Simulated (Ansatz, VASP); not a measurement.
# HfO2 (HfO2 (P2_1/c)): VASP beside Ansatz, part 2 of 2

One calculation is typed for both programs; each brings its own data sets. How far apart do they land? The cell is taken from a series of runs on this material, whose earlier steps may have relaxed, scaled, displaced or heated it; both programs get it as it stands.

VASP 6.6.1 and Ansatz 0.2.0.

So far: The structure; VASP: relaxation of cell and atoms, PBEsol.

### Step 3. Ansatz: relaxation of cell and atoms, PBEsol

Level of this step: Ansatz beside VASP: Kohn-Sham DFT, plane waves, PBEsol (Ansatz).

Ansatz runs on its default PAW (the set named soft_2) files.

The same cell, functional and mesh now go to Ansatz.

Input file input.yaml:

```yaml
crystal:
  lattice:
    - [5.094175, 0.0, 0.0]
    - [0.0, 5.1506447, 0.0]
    - [-0.876169, 0.0, 5.2029535]
  atoms:
    - { symbol: Hf, position: [0.27613578, 0.45806468, 0.70790733] }
    - { symbol: Hf, position: [0.72386422, 0.95806468, 0.79209267] }
    - { symbol: Hf, position: [0.72386422, 0.54193532, 0.29209267] }
    - { symbol: Hf, position: [0.27613578, 0.04193532, 0.20790733] }
    - { symbol: O, position: [0.44799782, 0.74252595, 0.97857799] }
    - { symbol: O, position: [0.55200218, 0.24252595, 0.52142201] }
    - { symbol: O, position: [0.55200218, 0.25747405, 0.02142201] }
    - { symbol: O, position: [0.44799782, 0.75747405, 0.47857799] }
    - { symbol: O, position: [0.06836078, 0.33075888, 0.34625278] }
    - { symbol: O, position: [0.93163922, 0.83075888, 0.15374722] }
    - { symbol: O, position: [0.93163922, 0.66924112, 0.65374722] }
    - { symbol: O, position: [0.06836078, 0.16924112, 0.84625278] }
basis:
  ecutwfc: 420
  xc_grid: 2
hamiltonian:
  xc: pbesol
kpoints:
  mp_grid: { grid: [6, 6, 6] }
scf:
  occupations: { method: fixed }
  max_iter: 100
relax:
  f_tol: 0.005
  max_steps: 60
  cell: {}
output:
  forces: true
  stress: true
checkpoint:
  write: "../cell.run"
  compress: false
  write_wavefunctions: false
  write_every: 100000
```

Run with:

```console
> ansatz run input.yaml --threads 10 --pin off --max-ram 65945MiB --backend cpu --events-out ev --progress --plain --runs-dir out
```

Numbers of over 12 decimals in the logs are rounded to 6 here.

The log of the run:

```text
Engine: ansatz 0.2.0, x86_64-unknown-linux-gnu
Pseudopotentials: kind: paw
Pseudopotential: Hf, paw, valence charge 26, recommended cutoff 420 eV (normal), Hf.paw.azcp
Pseudopotential: O, paw, valence charge 6, recommended cutoff 420 eV (normal), O.paw.azcp
Functional definition: PBEsol
  exchange = pbesol_x
  correlation = pbesol_c
Crystal: 12 atoms, lattice volume = 136.517 Å³
Basis set: ecut = 420 eV, 2677 PW (Γ), exchange–correlation on 72×72×72 points (8 copies of the dense FFT grid, shifted against one another)
Bands: 92, of which v1, the nominal top of the filled ones, is band 76 counted from 1 (75 counted from 0)
Symmetry: 4 space group operations
Space group: P21/c (ITA 14), of the structure as read, at distance tolerance 5.1e-5 Å
k-points: 80 of 216
Non-local potential: Hf, projectors of the file, l = 0: 3, l = 1: 2, l = 2: 2, l = 3: 3
Non-local potential: O, projectors of the file, l = 0: 2, l = 1: 2, l = 2: 1
PAW form: soft (Blöchl's): semilocal exchange-correlation on the pseudo side does not see the compensation charge
PAW frozen core: Hf, regenerated for the run's functional, and the local potential with it (the file was generated under x = pbe(κ = 0.804, μ = 0.219515), c = pbe(β = 0.066725))
PAW frozen core: O, regenerated for the run's functional, and the local potential with it (the file was generated under x = pbe(κ = 0.804, μ = 0.219515), c = pbe(β = 0.066725))
PAW one-centre angular grid: Hf, 590 points (default); XC on 64 Gauss nodes
PAW one-centre angular grid: O, 110 points (default); XC on 64 Gauss nodes
Initial density: superposition of atomic densities (neutral atoms: chi_scale 0, normalization atom), corrected by the library's trained network
Initial wavefunctions: pseudopotential atomic-orbital guess
Functional: x = pbesol(κ = 0.804, μ = 0.123457), c = pbesol(β = 0.046)
SCF iter   1: F=—  HF=-66901.241435 eV  |F-HF|=—  |Δ(HF+E_count)|=         —  Δρ=1.87e-2  dr2=3.89e-1  ethr=1.77e-3  ⟨swp⟩=4.5  Hψ=19708  notcnv=0  defer=1031
preconditioner: auto → Resta (q_TF=auto, 2.778 Å⁻¹)  ε∞=5.4  [insulator: Δε(μ)=3.812 eV  Ē_g=18.134 eV  n_scr=48 (ndim 8)  ℏωp=38.1 eV  f_vac=0.075  ε∞_Penn≈5.4]
SCF iter   2: F=—  HF=-66901.142757 eV  |F-HF|=—  |Δ(HF+E_count)|=   9.87e-2  Δρ=2.99e-3  dr2=4.42e-3  ethr=2.56e-4  ⟨swp⟩=2.0  Hψ=13044  notcnv=0  defer=1109
SCF iter   3: F=—  HF=-66901.142984 eV  |F-HF|=—  |Δ(HF+E_count)|=   2.27e-4  Δρ=1.52e-3  dr2=1.56e-3  ethr=2.91e-6  ⟨swp⟩=2.0  Hψ=11383  notcnv=0  defer=1120
SCF iter   4: F=—  HF=-66901.143502 eV  |F-HF|=—  |Δ(HF+E_count)|=   5.17e-4  Δρ=6.37e-4  dr2=3.70e-4  ethr=1.03e-6  ⟨swp⟩=2.0  Hψ=12715  notcnv=0  defer=1116
SCF iter   5: F=—  HF=-66901.143349 eV  |F-HF|=—  |Δ(HF+E_count)|=   1.53e-4  Δρ=1.48e-4  dr2=2.69e-5  ethr=2.43e-7  ⟨swp⟩=2.8  Hψ=15496  notcnv=0  defer=800
SCF iter   6: F=—  HF=-66901.143334 eV  |F-HF|=—  |Δ(HF+E_count)|=   1.52e-5  Δρ=2.71e-5  dr2=1.25e-6  ethr=1.77e-8  ⟨swp⟩=2.0  Hψ=12649  notcnv=0  defer=799
SCF iter   7: F=—  HF=-66901.143334 eV  |F-HF|=—  |Δ(HF+E_count)|=   6.19e-7  Δρ=8.34e-6  dr2=1.02e-7  ethr=6.58e-11  ⟨swp⟩=5.2  Hψ=31359  notcnv=0
SCF iter   8: F=-66901.143334 eV  HF=-66901.143334 eV  |F-HF|=3.14e-8  |Δ(HF+E_count)|=   5.32e-8  Δρ=6.46e-6  dr2=4.90e-8  ethr=6.58e-11  ⟨swp⟩=4.0  Hψ=24737  notcnv=0
SCF 1 converged in 8 iterations: F = -66901.143334 eV  dr2 = 4.90e-8
  greatest PAW one-centre occupation: 0.999 electrons in one spin orbital (limit 2), on the Hf atom at site 3 (counted from 0), in its partial waves of l = 3
relax step   1: F+E_penalty+E_count = -66901.14333438 eV  Δ(F+E_penalty+E_count) = +0.000e0 eV  max|allowed force component| = 1.509e-1 eV/Å  Δτ_max = 0.0000 Å  P = +1.678 GPa  Ω = 136.517 Å³  (8 SCF iters, dr2 threshold 1.00e-7 eV, accepted)
[...]
relax step   6: F+E_penalty+E_count = -66901.14912276 eV  Δ(F+E_penalty+E_count) = -2.256e-4 eV  max|allowed force component| = 1.762e-3 eV/Å  Δτ_max = 0.0055 Å  P = +0.004 GPa  Ω = 137.064 Å³  energy of the carried Pulay correction = -2.896e-3 eV  (5 SCF iters, dr2 threshold 1.70e-7 eV, accepted)
[...]
relax step   7: F+E_penalty+E_count = -66901.15208465 eV  Δ(F+E_penalty+E_count) = -2.962e-3 eV  max|allowed force component| = 1.864e-3 eV/Å  Δτ_max = 0.0000 Å  P = +0.043 GPa  Ω = 137.064 Å³  stress off target by 6.60e-2 GPa  SCF on the basis re-selected at this cell (its energy is not comparable with the rows above)  (6 SCF iters)
[...]
relax step   8: F+E_penalty+E_count = -66901.15195633 eV  Δ(F+E_penalty+E_count) = +1.283e-4 eV  max|allowed force component| = 2.229e-4 eV/Å  Δτ_max = 0.0006 Å  P = +0.001 GPa  Ω = 137.090 Å³  energy of the carried Pulay correction = -1.337e-4 eV  (4 SCF iters, dr2 threshold 1.09e-8 eV, accepted)
[...]
relax step   9: F+E_penalty+E_count = -66901.15210425 eV  Δ(F+E_penalty+E_count) = -1.479e-4 eV  max|allowed force component| = 2.204e-4 eV/Å  Δτ_max = 0.0000 Å  P = +0.002 GPa  Ω = 137.090 Å³  stress off target by 3.28e-3 GPa  SCF on the basis re-selected at this cell (its energy is not comparable with the rows above)  (5 SCF iters)
basis re-selected at this cell: Δ(F+E_penalty+E_count) = -1.479e-4 eV, ΔP = +0.001 GPa vs the last step (what re-selecting the basis moved, of the pressure what is left beyond the Pulay correction that the steps carried, after the strain that the cell walked since its last selection, with what the two solves' SCF thresholds leave and, on support functions, any second-order correction that the steps lacked; it is no m [...]
SCF converged after 5 iterations
Free energy (F): -66901.152104 eV
Harris-Foulkes:  -66901.152104 eV  (|F-HF|=1.75e-10)
Internal energy: -66901.152104 eV  (E = F + TS)
E sigma→0 (E₀):  -66901.152104 eV
Fermi energy:    14.170896 eV
--- Per-component energies (eV) ---
  E_band       = 21.595119
  E_kinetic    = 3087.590316
  E_local      = -24506.838495  (includes V_loc(G=0)·N_el)
  E_nonlocal   = -4561.863334
  E_hartree    = 11208.429951
  E_xc         = -1774.190982
  E_vxc        = -1812.887918  (∫ρ·V_xc dr)
  E_paw        = -28447.485420  (= ΣΔE_a)
  E_vpaw       = 5398.714640  (= ΣTr[D̂ρ^β])
  E_aug_tail   = 0.019763  (compensation charges beyond the density's cutoff)
  E_ewald      = -21912.100573
  E_core_change = 5.286670  (= ΣΔE_core)
  E_smearing   = -0.000000  (= −TS)
  E_closure    = -0.000000  (closes the sum)
  Σ components = -66901.152104   (vs F -66901.152104, Δ=0.00e0)
--- Forces (eV/Å), atoms counted from 1 ---
  atom   1  Hf     0.00004470     0.00020598    -0.00021722
  atom   2  Hf    -0.00004470     0.00020598     0.00021722
  atom   3  Hf    -0.00004470    -0.00020598     0.00021722
  atom   4  Hf     0.00004470    -0.00020598    -0.00021722
  atom   5  O     -0.00019851    -0.00010001     0.00000423
  atom   6  O      0.00019851    -0.00010001    -0.00000423
  atom   7  O      0.00019851     0.00010001    -0.00000423
  atom   8  O     -0.00019851     0.00010001     0.00000423
  atom   9  O     -0.00022038     0.00005264     0.00007667
  atom  10  O      0.00022038     0.00005264    -0.00007667
  atom  11  O      0.00022038    -0.00005264    -0.00007667
  atom  12  O     -0.00022038    -0.00005264     0.00007667
  max |Σ_I F_I| component: 0.00e0 eV/Å
--- Stress (GPa, compression-positive) ---
        0.002162       0.000000      -0.001665
        0.000000       0.002612       0.000000
       -0.001665       0.000000       0.000806
  P = ⅓ Tr σ = 0.0019 GPa (0.019 kbar)
--- Relaxed structure (7 steps of the walk, 7 accepted, 2 SCFs on fresh bases) ---
  F+E_penalty+E_count = -66901.15210425 eV   max|allowed force component| = 2.204e-4 eV/Å   (the final SCF, on the basis selected at the relaxed cell)
  cell:  # Å, volume = 137.0896 Å³
    - [5.095665, 0.0, -0.00190392]
    - [0.0, 5.177023, 0.0]
    - [-0.878370, 0.0, 5.196979]
  atoms:
    - { symbol: Hf, position: [0.277146, 0.457045, 0.708178] }
    - { symbol: Hf, position: [0.722854, 0.957045, 0.791822] }
    - { symbol: Hf, position: [0.722854, 0.542955, 0.291822] }
    - { symbol: Hf, position: [0.277146, 0.042955, 0.208178] }
    - { symbol: O, position: [0.447133, 0.741818, 0.979991] }
    - { symbol: O, position: [0.552867, 0.241818, 0.520009] }
    - { symbol: O, position: [0.552867, 0.258182, 0.020009] }
    - { symbol: O, position: [0.447133, 0.758182, 0.479991] }
    - { symbol: O, position: [0.071232, 0.337331, 0.340888] }
    - { symbol: O, position: [0.928768, 0.837331, 0.159112] }
    - { symbol: O, position: [0.928768, 0.662669, 0.659112] }
    - { symbol: O, position: [0.071232, 0.162669, 0.840888] }
```

Reading the cycles: dr2 is the Hartree energy of the density residual (eV), the measure of convergence; HF is the Harris–Foulkes estimate of the energy, which meets the free energy F at convergence.

### Step 4. Side by side

Known differences besides the potentials themselves: fixed occupations in Ansatz, narrow Gaussian smearing in VASP; the data sets hold 152 valence electrons in Ansatz (on its default PAW (the set named soft_2) files) and 88 in VASP; the cutoff is 420 eV in Ansatz and 600 eV in VASP; Ansatz makes its cores anew for this functional, VASP keeps those of its PBE data sets; Ansatz adds a Pulay correction to the stress that steers its cell, VASP none. Total energies have different zeros and are not compared.

Compared:

```tsv
quantity	Ansatz	VASP	difference
volume (Å³)	137.09	135.26	+1.36 %
edge a after relaxation, in the typed setting (Å)	5.096	5.075	+0.41 %
edge b after relaxation, in the typed setting (Å)	5.177	5.157	+0.39 %
edge c after relaxation, in the typed setting (Å)	5.271	5.242	+0.55 %
```

### Step 5. Outcome

```yaml
difference_in_volume_relaxation_of_cell_and_atoms_pbesol: 1.4 %
```

What this shows: The difference in volume is 1.4 % (relaxation of cell and atoms, PBEsol), beyond the 1.2 % picked in this series as the mark of a large difference, as far as the stopping tolerances let one tell. The data sets hold unlike numbers of valence electrons (152 in Ansatz and 88 in VASP), so part of the differences comes from the potentials. What causes the difference of the relaxation of cell and atoms, PBEsol pair stays open here. Such differences can come from data sets, numerical settings and the points named under the comparisons, not from the functional's error against experiment.

[Lines on the potential files, build, host, timing and source positions are cut from VASP's logs without a mark.]

[Logs are printed without paths, hosts, clocks, repeated set-up lines and the standing remarks that a program may print on its own settings, such as how far it seeks lower states.]

[Hosts, paths, dates, database ids (printed as entryN), source tags and the programs' standing remarks are cut or masked in the printed files.]
